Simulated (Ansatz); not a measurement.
## Si3N4: pressure against volume

Reference cell: an entry of the Crystallography Open Database (COD), whose atoms a relaxation with PBE at fixed cell left in place.

Space group I-43d (No. 220); a = 6.4747 Å.

```
site  Wyckoff  site symmetry       x       y       z
  Si      12b           -4..  0.3750  0.5000  0.7500
   N      16c            .3.  0.2814  0.2814  0.2814
```

One atom of each set is listed; the run and its k-mesh use a cell of 14 atoms with edges of 5.61, 5.61, 5.61 Å.

All values are calculated (Ansatz; DFT, PBE, plane waves and PAW, scalar-relativistic, 420 eV cutoff, Γ-centred 6×6×6 k-points, Fermi–Dirac smearing 0.02 eV), not measured.

The cell is scaled uniformly, and the ions relax again at each size.

```
V/V₀  pressure (GPa)  gap on the k-mesh (eV)
0.94            19.6                    4.22
0.96            13.2                    4.20
0.98             7.3                    4.16
1.00             1.9                    4.07
1.02               ?                       ?
1.04            -7.6                    3.91
1.06           -11.7                    3.82
```

Task: Estimate the row at V/V₀ = 1.02, the equilibrium volume and the bulk modulus.

Result: pressure (GPa): -3.2; gap on the k-mesh (eV): 3.99. Worked: a parabola in ln(V/V₀) through the other 6 rows gives -3.1 GPa there. It crosses zero pressure at V/V₀ = 1.007, the equilibrium volume of this functional, where the bulk modulus is B = −dP/d ln V = 252 GPa. The gap falls as the cell grows, from 4.22 to 3.82 eV, but not in even steps.

PBE gaps are too small, by a third to a half in many semiconductors; their changes with volume are better.
